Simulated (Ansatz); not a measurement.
Symmetry broken, then relaxed in Bi2Se3

Theory: DFT PBE, scalar-relativistic, plane waves, PAW in Ansatz 0.2.0. Settings: plane waves to 420 eV, k-mesh 6×6×6 (Γ-centred), Gaussian smearing 0.05 eV. Spin–orbit coupling is left out, which can shift energies with elements as heavy as these. No spin polarisation. Energies are free energies at this smearing, counted from the undisturbed cell; pressure is positive in compression.

The starting cell (relaxed at this level):

```yaml
crystal:
  lattice:
    - [2.09366, 1.20877, 10.43403]
    - [-2.09366, 1.20877, 10.43403]
    - [0.00000, -2.41755, 10.43403]
  atoms:
    - { symbol: Bi, position: [0.39559, 0.39559, 0.39559] }
    - { symbol: Bi, position: [0.60441, 0.60441, 0.60441] }
    - { symbol: Se, position: [0.00000, 0.00000, 0.00000] }
    - { symbol: Se, position: [0.22103, 0.22103, 0.22103] }
    - { symbol: Se, position: [0.77897, 0.77897, 0.77897] }
```

The cell holds layers and no dispersion correction was added, so their binding is poorly described.

The atoms are displaced (Å, in the unstrained cell):

```csv
atom,ux,uy,uz
Bi1,-0.002,-0.003,0.011
Bi2,-0.002,-0.003,0.011
Se3,-0.002,-0.003,0.011
Se4,0.008,0.012,-0.046
Se5,-0.002,-0.003,0.011
```

The atoms are then relaxed in that fixed cell.

Does the relaxation return to the undisturbed structure?

Yes (up to a choice of domain or origin): same space group and volume, and an energy 0.0 meV/atom from it. The disturbance itself cost 2.1 meV/atom. The final space group reads R-3m (tolerance 0.05 Å) and the volume changes by 0.00 %.

Final structure:

```yaml
crystal:
  lattice:
    - [2.09366, 1.20877, 10.43403]
    - [-2.09366, 1.20877, 10.43403]
    - [0.00000, -2.41755, 10.43403]
  atoms:
    - { symbol: Bi, position: [0.39544, 0.39561, 0.39574] }
    - { symbol: Bi, position: [0.60447, 0.60439, 0.60435] }
    - { symbol: Se, position: [0.00004, 0.00001, 0.99997] }
    - { symbol: Se, position: [0.22115, 0.22103, 0.22094] }
    - { symbol: Se, position: [0.77890, 0.77896, 0.77900] }
```

The relaxation, step by step (energy from the first step):

| step | ΔE (meV/atom) | largest force component (eV/Å) | pressure (GPa) |
| --- | --- | --- | --- |
| 1 | 0.0 | 0.340 | n/a |
| 2 | 0.6 | 0.394 | n/a |
| 3 | -1.3 | 0.096 | n/a |
| 4 | -2.1 | 0.004 | n/a |
| 5 | -2.1 | 0.004 | n/a |

Frames along the relaxation (Å, eV/Å):

```xyz
5
Lattice="2.094 1.209 10.434 -2.094 1.209 10.434 0.000 -2.418 10.434" Properties=species:S:1:pos:R:3:forces:R:3 pbc="T T T" step=1
Bi   -0.002   -0.003   12.394   -0.005   -0.007    0.021
Bi   -0.002   -0.003   18.931    0.018    0.028   -0.309
Se   -0.002   -0.003    0.011    0.013    0.019   -0.037
Se    0.008    0.012    6.873   -0.031   -0.046    0.340
Se   -0.002   -0.003   24.395    0.004    0.006   -0.015
5
Lattice="2.094 1.209 10.434 -2.094 1.209 10.434 0.000 -2.418 10.434" Properties=species:S:1:pos:R:3:forces:R:3 pbc="T T T" step=2
Bi    0.002    0.004   12.370    0.002    0.003   -0.057
Bi   -0.004   -0.006   18.913   -0.001   -0.001    0.316
Se    0.003    0.005   -0.020   -0.012   -0.018    0.096
Se   -0.005   -0.008    6.975    0.015    0.021   -0.394
Se    0.004    0.005   24.366   -0.003   -0.005    0.040
5
Lattice="2.094 1.209 10.434 -2.094 1.209 10.434 0.000 -2.418 10.434" Properties=species:S:1:pos:R:3:forces:R:3 pbc="T T T" step=3
Bi   -0.002   -0.003   12.408    0.000    0.000   -0.081
Bi   -0.001   -0.001   18.895    0.009    0.014    0.054
Se    0.000    0.000    0.013    0.005    0.006   -0.075
Se    0.004    0.006    6.882   -0.015   -0.021    0.096
Se   -0.001   -0.001   24.407    0.001    0.001    0.006
5
Lattice="2.094 1.209 10.434 -2.094 1.209 10.434 0.000 -2.418 10.434" Properties=species:S:1:pos:R:3:forces:R:3 pbc="T T T" step=4
Bi    0.000   -0.001   12.383    0.001    0.001   -0.003
Bi    0.000    0.000   18.919    0.000    0.000    0.003
Se    0.000    0.000    0.000    0.000    0.000   -0.002
Se    0.000    0.000    6.919    0.000    0.000   -0.002
Se    0.000    0.000   24.383    0.000    0.000    0.004
5
Lattice="2.094 1.209 10.434 -2.094 1.209 10.434 0.000 -2.418 10.434" Properties=species:S:1:pos:R:3:forces:R:3 pbc="T T T" step=5
Bi    0.000   -0.001   12.383    0.001    0.001   -0.003
Bi    0.000    0.000   18.919    0.000    0.000    0.003
Se    0.000    0.000    0.000    0.000    0.000   -0.002
Se    0.000    0.000    6.919    0.000    0.000   -0.002
Se    0.000    0.000   24.383    0.000    0.000    0.004
```

Cost: 3 runs of about 4.6 core-minutes in all, on Intel Xeon Platinum 8488C (Sapphire Rapids) (shared hosts).